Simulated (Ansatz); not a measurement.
## AlN from LDA upwards

The starting cell is an entry of the Crystallography Open Database (1924):

```
Al N
1.0
     3.11300    0.00000    0.00000
    -1.55650    2.69594    0.00000
     0.00000    0.00000    4.98100
Al N
2 2
Direct
  0.33333 0.66667 0.00000
  0.66667 0.33333 0.50000
  0.33333 0.66667 0.38000
  0.66667 0.33333 0.88000
```

Atoms and cell were relaxed at zero pressure with plane-wave PAW DFT (Ansatz 0.2.0; one set of PAW datasets, made under PBE, for all functionals; 420 eV, r2SCAN 500 eV; 12×12×6 Γ-centred mesh, fermi-dirac occupations of width 0.020 eV; no spin polarisation, no spin-orbit coupling, no dispersion correction), keeping the symmetry (P6_3mc, No. 186).

Problem. Which functional gives the smallest cell, and how wide is the spread?

Solution. The relaxed conventional cells:

```json
{"functional": "LDA", "a (Å)": "3.089", "c (Å)": "4.943", "volume (Å³/atom)": "10.21", "formation energy (eV/atom)": "-1.698"}
{"functional": "PBEsol", "a (Å)": "3.114", "c (Å)": "4.983", "volume (Å³/atom)": "10.46", "formation energy (eV/atom)": "-1.468"}
{"functional": "PBE", "a (Å)": "3.130", "c (Å)": "5.017", "volume (Å³/atom)": "10.64", "formation energy (eV/atom)": "-1.369"}
{"functional": "r2SCAN", "a (Å)": "3.107", "c (Å)": "4.978", "volume (Å³/atom)": "10.40", "formation energy (eV/atom)": "-1.629"}
{"functional": "the entry", "a (Å)": "3.113", "c (Å)": "4.981", "volume (Å³/atom)": "10.45", "formation energy (eV/atom)": "–"}
```

LDA gives the smallest volume and PBE the largest, 4.2 % more, the usual order, since LDA overbinds and PBE's gradient terms loosen the lattice. Against the entry's volume: LDA -2.3 %, PBEsol +0.1 %, PBE +1.8 %, r2SCAN -0.5 %. No verdict is drawn from this: the entry is old or was flagged in a check, so the entry may be off as well as the functionals. The formation energies span 0.33 eV an atom, lowest under LDA.

Caveats: each relaxation keeps the start's symmetry, so a distorted cell may lie lower; computed cells are at 0 K with fixed nuclei, while the entry holds thermal expansion, often some tenths of a per cent in volume and more in soft crystals; an old entry, and the compound itself may be in doubt; formation energies are at zero smearing against the elements' usual phases under the same functional, gases as free molecules, uncorrected.
